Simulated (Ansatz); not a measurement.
Rh in Ansatz: the effect of functional

The system is Rh.

```xyz
2
Lattice="2.7491 0.0000 0.0000 -1.3745 2.3808 0.0000 0.0000 0.0000 4.4578" Properties=species:S:1:pos:R:3 pbc="T T T"
Rh    0.0000    1.5872    1.1145
Rh    1.3745    0.7936    3.3434
```

This isn't the form of Rh at room conditions, which is fcc.

The cell isn't the ideal one: volume scaled by 1.02.

Alike in all runs:

| Property | Result |
| --- | --- |
| Program | Ansatz 0.2.0 |
| Task | single point |
| Potentials or basis | Ansatz PAW |
| k mesh | 11 × 11 × 6 |
| Occupations | fermi-dirac, width 0.05 eV |
| Spin | no spin polarisation |

Task: One run gave: pressure -17.8 GPa. Which functional did it use?
A. r2SCAN
B. LDA
C. PBEsol

Result: C.

```csv
functional,cutoff,pressure (GPa)
LDA,420 eV (not typed: the program's choice for these potentials),-23.3
PBEsol,420 eV (not typed: the program's choice for these potentials),-17.8
r2SCAN,500 eV (not typed: the program's choice for these potentials),-13.9
```

Caveats: the PAW data sets come from PBE, with cores solved anew for the run's functional, which leaves a small shift of forces and pressure.
